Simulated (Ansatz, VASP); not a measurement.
Given: the input of a run of VASP 6.6.1 on GaN.

File INCAR:

```
SYSTEM = GaN
PREC = Accurate
ENCUT = 520
EDIFF = 1E-6
ISMEAR = -1
SIGMA = 0.05
LREAL = .False.
LASPH = .True.
NELM = 100
ALGO = Normal
ISIF = 2
LWAVE = .False.
LCHARG = .True.
GGA = PS
IVDW = 12
LELF = .True.
LVHAR = .True.
NBANDS = 16
```

File KPOINTS:

```
regular mesh
0
Gamma
  10 10 10
  0 0 0
```

File POSCAR:

```
GaN
1.0
    0.0000000000      2.2976981147      2.2976981147
    2.2976981147      0.0000000000      2.2976981147
    2.2976981147      2.2976981147      0.0000000000
Ga N
1 1
Direct
    0.0000000000      0.0000000000      0.0000000000
    0.2500000000      0.2500000000      0.2500000000
```

Potentials or basis: VASP PAW PBE potentials, release 64 (Ga_d, N).

Command:

```console
$ cat potpaw_PBE.64/Ga_d/POTCAR potpaw_PBE.64/N/POTCAR > POTCAR
$ mpirun -np 1 vasp_std > vasp.out
```

Problem. Translate it to Ansatz 0.2.0. Potentials there: Ansatz PAW.

Solution. As run (the cutoff follows the program's own potentials):

The input input.yaml:

```yaml
crystal:
  lattice:
    - [0.0, 2.2976981147, 2.2976981147]
    - [2.2976981147, 0.0, 2.2976981147]
    - [2.2976981147, 2.2976981147, 0.0]
  atoms:
    - { symbol: Ga, position: [0.0, 0.0, 0.0] }
    - { symbol: "N", position: [0.25, 0.25, 0.25] }
hamiltonian:
  xc: pbesol
  pseudopotentials: { kind: paw }
  dispersion: d3bj
kpoints:
  mp_grid: { grid: [10, 10, 10] }
scf:
  occupations: { method: fermi_dirac, width: 0.05 }
output:
  forces: true
  stress: true
  eigenvalues: true
```

Potentials or basis: Ansatz PAW.

Run with:

```sh
$ ansatz run input.yaml --threads 2 --pin off --max-ram 5120MiB --backend cpu --events-out ev --progress --plain --runs-dir out
```

Both were run:

|  | VASP | Ansatz | Ansatz less VASP |
| --- | --- | --- | --- |
| gap on the k mesh at the Fermi level (eV) | 1.31 | 1.29 | -0.017 |
| least direct gap on the mesh (eV) | 1.31 | 1.29 | -0.017 |
| pressure (GPa) | -13.4 | -13.3 | +0.11 |
| dispersion energy (meV/atom) | -207.7 | -207.7 | -0.06 |

Caveats: the PAW data sets were made with another functional, which shifts forces and pressure a little (VASP); the pressure holds a Pulay correction of +0.5 GPa for the finite cutoff (Ansatz); the PAW data sets come from PBE, with cores solved anew for the run's functional, which leaves a small shift of forces and pressure (Ansatz).
